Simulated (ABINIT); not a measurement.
# GaN (F-43m) in ABINIT: further runs

Runs on GaN. Level: PBE. Tasks: equation of state.

All numbers are computed with ABINIT 10.8.3 (patched build); they aren't measurements. Logs are shortened: lines on timing, memory, paths and dates and some standing lists are left out, and cuts for length are marked. The log counts tension as positive stress, the text compression.

## (1) The structure

It takes space group F-43m (No. 216, cubic). Conventional cell: a = 4.507 Å, b = 4.507 Å, c = 4.507 Å, α = 90.00°, β = 90.00°, γ = 90.00°. Around Ga (site symmetry -43m) lie 4 N at 1.95 Å. Around N (site symmetry -43m) lie 4 Ga at 1.95 Å.

The cell is a database's computed one.

## (2) Equation of state, PBE

File run.abi:

```
ndtset 7
getwfk -1
scalecart1 3*0.9795861087
scalecart2 3*0.9864848297
scalecart3 3*0.9932883884
scalecart4 3*1.0000000000
scalecart5 3*1.0066227096
scalecart6 3*1.0131594038
scalecart7 3*1.0196128224

pp_dirpath "./"
pseudos "Ga.upf, N.upf"

acell 6.0224269985 6.0224269985 6.0224269985
rprim
     0.0000000000     0.7071067812     0.7071067812
     0.7071067812     0.0000000000     0.7071067812
     0.7071067812     0.7071067812     0.0000000000
ntypat 2
znucl 31 7
natom 2
typat 1 2
xred
     0.0000000000     0.0000000000     0.0000000000
     0.2500000000     0.2500000000     0.2500000000

ecut 42.0

kptopt 1
ngkpt 10 10 10
nshiftk 1
shiftk 0.0 0.0 0.0

ixc 11

nband 13
occopt 3
tsmear 0.05 eV

nstep 100
tolvrs 1.0e-10

iomode 3
prtwf 1
prtden 0
prteig 0
prtebands 0
enunit 1
```

Potentials or basis: PseudoDojo NC SR PBE v0.4.1 standard.

Started as:

```console
$ abinit run.abi > log 2>&1
```

run.abo:

```text
.Version 10.8.3 of ABINIT
 DATASET    1 : space group F-4 3 m (#216); Bravais cF (face-center cubic)
================================================================================
 Values of the parameters that define the memory need for DATASET  1.
     intxc =       0    ionmov =       0      iscf =       7    lmnmax =       6
     lnmax =       6     mgfft =      36  mpssoang =       3    mqgrid =    3001
     natom =       2  nloc_mem =       1    nspden =       1   nspinor =       1
    nsppol =       1      nsym =      24    n1xccc =    2501    ntypat =       2
    occopt =       3   xclevel =       2
       mpw =        1901          nfft =       46656          nkpt =          47
================================================================================
================================================================================
[... 61 lines left out ...]
 DATASET    7 : space group F-4 3 m (#216); Bravais cF (face-center cubic)
================================================================================
 Values of the parameters that define the memory need for DATASET  7.
     intxc =       0    ionmov =       0      iscf =       7    lmnmax =       6
     lnmax =       6     mgfft =      36  mpssoang =       3    mqgrid =    3001
     natom =       2  nloc_mem =       1    nspden =       1   nspinor =       1
    nsppol =       1      nsym =      24    n1xccc =    2501    ntypat =       2
    occopt =       3   xclevel =       2
       mpw =        2154          nfft =       46656          nkpt =          47
================================================================================
================================================================================

--------------------------------------------------------------------------------
------------- Echo of variables that govern the present computation ------------
--------------------------------------------------------------------------------
 -outvars: echo values of preprocessed input variables --------
            acell      6.0224269985E+00  6.0224269985E+00  6.0224269985E+00 Bohr
              amu      6.97230000E+01  1.40067400E+01
             ecut      4.20000000E+01 Hartree
           enunit           1
           getwfk          -1
              ixc          11
           jdtset        1    2    3    4    5    6    7
         kptrlatt       10    0    0      0   10    0      0    0   10
          kptrlen1     5.89948583E+01
          kptrlen2     5.94103287E+01
          kptrlen3     5.98200681E+01
          kptrlen4     6.02242700E+01
          kptrlen5     6.06231178E+01
          kptrlen6     6.10167855E+01
          kptrlen7     6.14054379E+01
            natom           2
            nband          13
           ndtset           7
            ngfft          36      36      36
             nkpt          47
            nstep         100
             nsym          24
           ntypat           2
           occopt           3
           prtden           0
        prtebands           0
           prteig           0
            rprim1     0.0000000000E+00  6.9267198023E-01  6.9267198023E-01
                       6.9267198023E-01  0.0000000000E+00  6.9267198023E-01
                       6.9267198023E-01  6.9267198023E-01  0.0000000000E+00
            rprim2     0.0000000000E+00  6.9755011263E-01  6.9755011263E-01
                       6.9755011263E-01  0.0000000000E+00  6.9755011263E-01
                       6.9755011263E-01  6.9755011263E-01  0.0000000000E+00
            rprim3     0.0000000000E+00  7.0236095512E-01  7.0236095512E-01
                       7.0236095512E-01  0.0000000000E+00  7.0236095512E-01
                       7.0236095512E-01  7.0236095512E-01  0.0000000000E+00
            rprim4     0.0000000000E+00  7.0710678120E-01  7.0710678120E-01
                       7.0710678120E-01  0.0000000000E+00  7.0710678120E-01
                       7.0710678120E-01  7.0710678120E-01  0.0000000000E+00
            rprim5     0.0000000000E+00  7.1178974407E-01  7.1178974407E-01
                       7.1178974407E-01  0.0000000000E+00  7.1178974407E-01
                       7.1178974407E-01  7.1178974407E-01  0.0000000000E+00
            rprim6     0.0000000000E+00  7.1641188486E-01  7.1641188486E-01
                       7.1641188486E-01  0.0000000000E+00  7.1641188486E-01
                       7.1641188486E-01  7.1641188486E-01  0.0000000000E+00
            rprim7     0.0000000000E+00  7.2097514092E-01  7.2097514092E-01
                       7.2097514092E-01  0.0000000000E+00  7.2097514092E-01
                       7.2097514092E-01  7.2097514092E-01  0.0000000000E+00
          spgroup         216
           tolvrs      1.00000000E-10
           tsmear      1.83746611E-03 Hartree
            typat      1  2
           xangst1     0.0000000000E+00  0.0000000000E+00  0.0000000000E+00
                       1.1037489448E+00  1.1037489448E+00  1.1037489448E+00
           xangst2     0.0000000000E+00  0.0000000000E+00  0.0000000000E+00
                       1.1115220808E+00  1.1115220808E+00  1.1115220808E+00
           xangst3     0.0000000000E+00  0.0000000000E+00  0.0000000000E+00
                       1.1191879926E+00  1.1191879926E+00  1.1191879926E+00
           xangst4     0.0000000000E+00  0.0000000000E+00  0.0000000000E+00
                       1.1267503030E+00  1.1267503030E+00  1.1267503030E+00
           xangst5     0.0000000000E+00  0.0000000000E+00  0.0000000000E+00
                       1.1342124431E+00  1.1342124431E+00  1.1342124431E+00
           xangst6     0.0000000000E+00  0.0000000000E+00  0.0000000000E+00
                       1.1415776652E+00  1.1415776652E+00  1.1415776652E+00
           xangst7     0.0000000000E+00  0.0000000000E+00  0.0000000000E+00
                       1.1488490566E+00  1.1488490566E+00  1.1488490566E+00
            xcart1     0.0000000000E+00  0.0000000000E+00  0.0000000000E+00
                       2.0857832174E+00  2.0857832174E+00  2.0857832174E+00
            xcart2     0.0000000000E+00  0.0000000000E+00  0.0000000000E+00
                       2.1004723156E+00  2.1004723156E+00  2.1004723156E+00
            xcart3     0.0000000000E+00  0.0000000000E+00  0.0000000000E+00
                       2.1149587894E+00  2.1149587894E+00  2.1149587894E+00
            xcart4     0.0000000000E+00  0.0000000000E+00  0.0000000000E+00
                       2.1292494850E+00  2.1292494850E+00  2.1292494850E+00
            xcart5     0.0000000000E+00  0.0000000000E+00  0.0000000000E+00
                       2.1433508860E+00  2.1433508860E+00  2.1433508860E+00
            xcart6     0.0000000000E+00  0.0000000000E+00  0.0000000000E+00
                       2.1572691387E+00  2.1572691387E+00  2.1572691387E+00
            xcart7     0.0000000000E+00  0.0000000000E+00  0.0000000000E+00
                       2.1710100770E+00  2.1710100770E+00  2.1710100770E+00
             xred      0.0000000000E+00  0.0000000000E+00  0.0000000000E+00
                       2.5000000000E-01  2.5000000000E-01  2.5000000000E-01
            znucl       31.00000    7.00000

================================================================================

 chkinp: Checking input parameters for consistency, jdtset=   1.

 chkinp: Checking input parameters for consistency, jdtset=   2.

 chkinp: Checking input parameters for consistency, jdtset=   3.

 chkinp: Checking input parameters for consistency, jdtset=   4.
[... 22 lines left out ...]
 Real(R)+Recip(G) space primitive vectors, cartesian coordinates (Bohr,Bohr^-1):
 R(1)=  0.0000000  4.1715664  4.1715664  G(1)= -0.1198591  0.1198591  0.1198591
 R(2)=  4.1715664  0.0000000  4.1715664  G(2)=  0.1198591 -0.1198591  0.1198591
 R(3)=  4.1715664  4.1715664  0.0000000  G(3)=  0.1198591  0.1198591 -0.1198591
 Unit cell volume ucvol=  1.4518692E+02 bohr^3
 Angles (23,13,12)=  6.00000000E+01  6.00000000E+01  6.00000000E+01 degrees

 getcut: wavevector=  0.0000  0.0000  0.0000  ngfft=  36  36  36
         ecut(hartree)=     42.000   => boxcut(ratio)=   2.09170

--- Pseudopotential description ------------------------------------------------
- pspini: atom type   1  psp file is ./Ga.upf
12 -101130 2 -1 1902                          pspcod,pspxc,lmax,lloc,mmax
     nproj     2     2     2

- pspini: atom type   2  psp file is ./N.upf
12 -101130 1 -1 1058                          pspcod,pspxc,lmax,lloc,mmax
     nproj     2     2     0

   5.38269495E+02                                ecore*ucvol(ha*bohr**3)
--------------------------------------------------------------------------------

================================================================================

--- !BeginCycle
iteration_state: {dtset: 1, }
solver: {iscf: 7, nstep: 100, nline: 4, wfoptalg: 0, }
tolerances: {tolvrs: 1.00E-10, }
...

     iter   Etot(hartree)      deltaE(h)  residm     vres2
 ETOT  1  -86.224255274637    -8.622E+01 9.381E-01 7.292E+02
 ETOT  2  -86.737368793064    -5.131E-01 6.349E-02 6.885E+02
 ETOT  3  -86.875888530593    -1.385E-01 5.522E-03 7.901E-01
 ETOT  4  -86.876030033894    -1.415E-04 3.655E-03 8.149E-02
 ETOT  5  -86.876043052081    -1.302E-05 1.710E-04 5.865E-03
 ETOT  6  -86.876044493650    -1.442E-06 2.342E-04 3.567E-04
 ETOT  7  -86.876044519887    -2.624E-08 2.224E-05 1.113E-05
 ETOT  8  -86.876044521807    -1.920E-09 2.906E-05 1.694E-07
 ETOT  9  -86.876044521828    -2.117E-11 1.739E-05 1.174E-08
 ETOT 10  -86.876044521828    -5.116E-13 6.373E-06 1.278E-11
[... 986 lines left out ...]
 Cartesian components of stress tensor (hartree/bohr^3)
  sigma(1 1)=  1.63523913E-04  sigma(3 2)=  0.00000000E+00
  sigma(2 2)=  1.63523913E-04  sigma(3 1)=  0.00000000E+00
  sigma(3 3)=  1.63523913E-04  sigma(2 1)=  0.00000000E+00

-Cartesian components of stress tensor (GPa)         [Pressure= -4.8110E+00 GPa]
- sigma(1 1)=  4.81103961E+00  sigma(3 2)=  0.00000000E+00
- sigma(2 2)=  4.81103961E+00  sigma(3 1)=  0.00000000E+00
- sigma(3 3)=  4.81103961E+00  sigma(2 1)=  0.00000000E+00

== END DATASET(S) ==============================================================
================================================================================

 -outvars: echo values of variables after computation  --------
            acell      6.0224269985E+00  6.0224269985E+00  6.0224269985E+00 Bohr
           etotal1    -8.6876044522E+01
           etotal2    -8.6877765717E+01
           etotal3    -8.6878981053E+01
           etotal4    -8.6879741265E+01
           etotal5    -8.6880092093E+01
           etotal6    -8.6880074129E+01
           etotal7    -8.6879724888E+01
            fcart1     9.6821371487E-29  9.6821371487E-29 -2.9046411446E-28
                      -9.6821371487E-29 -9.6821371487E-29  2.9046411446E-28
            fcart2    -0.0000000000E+00 -0.0000000000E+00 -0.0000000000E+00
                      -0.0000000000E+00 -0.0000000000E+00 -0.0000000000E+00
            fcart3     0.0000000000E+00  0.0000000000E+00  0.0000000000E+00
                       0.0000000000E+00  0.0000000000E+00  0.0000000000E+00
            fcart4    -1.2645982738E-28 -1.2645982738E-28  3.7937948214E-28
                       1.2645982738E-28  1.2645982738E-28 -3.7937948214E-28
            fcart5    -0.0000000000E+00 -0.0000000000E+00 -0.0000000000E+00
                      -0.0000000000E+00 -0.0000000000E+00 -0.0000000000E+00
            fcart6    -0.0000000000E+00 -0.0000000000E+00 -0.0000000000E+00
                      -0.0000000000E+00 -0.0000000000E+00 -0.0000000000E+00
            fcart7     1.8604095290E-28  1.8604095290E-28 -5.5812285870E-28
                      -1.8604095290E-28 -1.8604095290E-28  5.5812285870E-28
            rprim1     0.0000000000E+00  6.9267198023E-01  6.9267198023E-01
[... 30 lines left out ...]
           strten6     6.1811808254E-05  6.1811808254E-05  6.1811808254E-05
                       0.0000000000E+00  0.0000000000E+00  0.0000000000E+00
           strten7     1.6352391268E-04  1.6352391268E-04  1.6352391268E-04
                       0.0000000000E+00  0.0000000000E+00  0.0000000000E+00
           xangst1     0.0000000000E+00  0.0000000000E+00  0.0000000000E+00
                       1.1037489448E+00  1.1037489448E+00  1.1037489448E+00
           xangst2     0.0000000000E+00  0.0000000000E+00  0.0000000000E+00
                       1.1115220808E+00  1.1115220808E+00  1.1115220808E+00
           xangst3     0.0000000000E+00  0.0000000000E+00  0.0000000000E+00
                       1.1191879926E+00  1.1191879926E+00  1.1191879926E+00
           xangst4     0.0000000000E+00  0.0000000000E+00  0.0000000000E+00
                       1.1267503030E+00  1.1267503030E+00  1.1267503030E+00
           xangst5     0.0000000000E+00  0.0000000000E+00  0.0000000000E+00
                       1.1342124431E+00  1.1342124431E+00  1.1342124431E+00
           xangst6     0.0000000000E+00  0.0000000000E+00  0.0000000000E+00
                       1.1415776652E+00  1.1415776652E+00  1.1415776652E+00
           xangst7     0.0000000000E+00  0.0000000000E+00  0.0000000000E+00
                       1.1488490566E+00  1.1488490566E+00  1.1488490566E+00
             xred      0.0000000000E+00  0.0000000000E+00  0.0000000000E+00
                       2.5000000000E-01  2.5000000000E-01  2.5000000000E-01
 Calculation completed.
```

Run time: 3 min. Hardware: 1 thread of Arm Neoverse V2, shared host; peak memory 0.12 GiB.

Results:

```yaml
Equilibrium_volume: 11.77 Å³/atom
Bulk_modulus: 172 GPa
Pressure_derivative_of_the_bulk_modulus: 4.4
```

Energy against volume, from the lowest point:
```
volume (Å³/atom)  energy (meV/atom)
          10.757              55.07
          10.986              31.65
          11.215              15.12
          11.444               4.77
          11.673               0.00
          11.902               0.24
          12.131               5.00
```

Caveat: pressures at fixed basis lie under the slope of the energies.

## (3) Equation of state, PBE

run.abi is that of step 2.

Potentials or basis: PseudoDojo NC SR PBE v0.5 standard.

Started as:

```console
$ abinit run.abi > log 2>&1
```

It took 3 min on 1 thread of Arm Neoverse V2, shared host; peak memory 0.12 GiB.

Results (log left out):

| Property | Result |
| --- | --- |
| Equilibrium volume | 11.77 Å³/atom |
| Bulk modulus | 172 GPa |
| Pressure derivative of the bulk modulus | 4.4 |

Energy against volume, from the lowest point:
```
volume (Å³/atom)  energy (meV/atom)
          10.757              55.07
          10.986              31.65
          11.215              15.12
          11.444               4.77
          11.673               0.00
          11.902               0.24
          12.131               5.00
```

Caveat: pressures at fixed basis lie under the slope of the energies.
